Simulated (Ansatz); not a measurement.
Runs of Ansatz 0.2.0 on Bi2Te3 (Tellurobismuthite). It takes space group R-3m (No. 166, trigonal). The conventional cell has a = 4.386 Å, b = 4.386 Å, c = 30.497 Å, α = 90.00°, β = 90.00°, γ = 120.00°. Bi (site symmetry 3m) has 6 Te at 3.07 to 3.25 Å as nearest neighbours. Te (site symmetry 3m) has 3 Bi at 3.07 Å as nearest neighbours. Around Te (site symmetry -3m) lie 6 Bi at 3.25 Å. 

```tsv
level	gap on the mesh (eV)	pressure (GPa)	largest force (eV/Å)
LDA	0.21	(c)	(b)
RPBE	0.34	3.3	0.04
PBEsol	0.24	-0.6	0.11
revPBE	0.33	(a)	0.04
BLYP	0.33	5.4	0.06
```

Alike in all rows: task band structure; potentials or basis Ansatz PAW; no spin polarisation; cell as given; k mesh 7 × 7 × 7; cutoff (eV) 420; smearing fermi-dirac 0.05 eV.

Question: Estimate the missing entries.

Answer: (a) 2.9; (b) 0.19; (c) -1.8.

Caveats: spin-orbit coupling is left out, which as a rule narrows the gap of such compounds by several tenths of an eV; the PAW data sets come from PBE, with cores solved anew for the run's functional, which leaves a small shift of forces and pressure.

A k mesh can miss the band edges, and the runs leave out spin-orbit coupling on Bi, Te.

Runs at the PBE level aren't shown here.
